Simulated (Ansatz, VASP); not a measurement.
**C in VASP and in Ansatz**

The input INCAR:

```
SYSTEM = C
  PREC = Accurate
  ENCUT = 520
  EDIFF = 1E-6
  ISMEAR = 0
  SIGMA = 0.1
  LREAL = .False.
  LASPH = .True.
  NELM = 100
  ALGO = Normal
  ISIF = 2
  LWAVE = .False.
  LCHARG = .False.
  LDIPOL = .True.
  IDIPOL = 3
  DIPOL = 0.5 0.5 0.360
  GGA = PE
  IVDW = 12
  NBANDS = 16
```

The input KPOINTS:

```
regular mesh
0
Gamma
  15 15 1
  0 0 0
```

The input POSCAR:

```
C
1.0
    2.4656524409      0.0000000000      0.0000000000
   -1.2328262205      2.1353176508      0.0000000000
    0.0000000000      0.0000000000     17.5000663883
C
4
Direct
    0.6666666667      0.3333333333      0.2571437784
    0.3333333333      0.6666666667      0.2571418816
    0.6666666667      0.6666666667      0.4634306070
    1.0000000000      0.3333333333      0.4634287102
```

Input for Ansatz:

```yaml
crystal:
  lattice:
    - [2.4656524409, 0.0, 0.0]
    - [-1.2328262205, 2.1353176508, 0.0]
    - [0.0, 0.0, 17.5000663883]
  atoms:
    - { symbol: C, position: [0.6666666667, 0.3333333333, 0.2571437784] }
    - { symbol: C, position: [0.3333333333, 0.6666666667, 0.2571418816] }
    - { symbol: C, position: [0.6666666667, 0.6666666667, 0.463430607] }
    - { symbol: C, position: [1.0, 0.3333333333, 0.4634287102] }
basis:
  ecutwfc: 420
kpoints:
  mp_grid: { grid: [15, 15, 1] }
hamiltonian:
  xc: pbe
  pseudopotentials: { kind: paw, azcp: { folder: soft_1 } }
  dispersion: d3bj
scf:
  occupations: { method: gaussian, width: 0.1 }
output:
  forces: true
  eigenvalues: true
  write_density: true
  write_potential: true
  elf: true
  volumetric_format: npy
efield:
  axis: 3
  dipole_correction: true
  ramp_width: 0.04
```

Alike in both runs: task single point; functional PBE; dispersion D3(BJ); k mesh 15 × 15 × 1; occupations gaussian, width 0.1 eV; no spin polarisation.

|  | VASP | Ansatz |
| --- | --- | --- |
| version | VASP 6.6.1 | Ansatz 0.2.0 |
| potentials or method | VASP PAW PBE potentials, release 64 (C) | scalar-relativistic, plane waves, PAW |
| plane-wave cutoff (eV) | 520 | 420 |
| valence electrons in the cell | 16 | 16 |

|  | VASP | Ansatz | Ansatz less VASP |
| --- | --- | --- | --- |
| gap on the k mesh at the Fermi level (eV) | 0.25 | 0.25 | 0.000 |
| least direct gap on the mesh (eV) | 0.25 | 0.25 | 0.000 |
| rms of the force components (eV/Å) | 0.010 | 0.010 | 0.0000 |

Atom by atom the forces differ by 0.000 eV/Å (rms over components). Ansatz warned: «structure_snapped_to_symmetry».
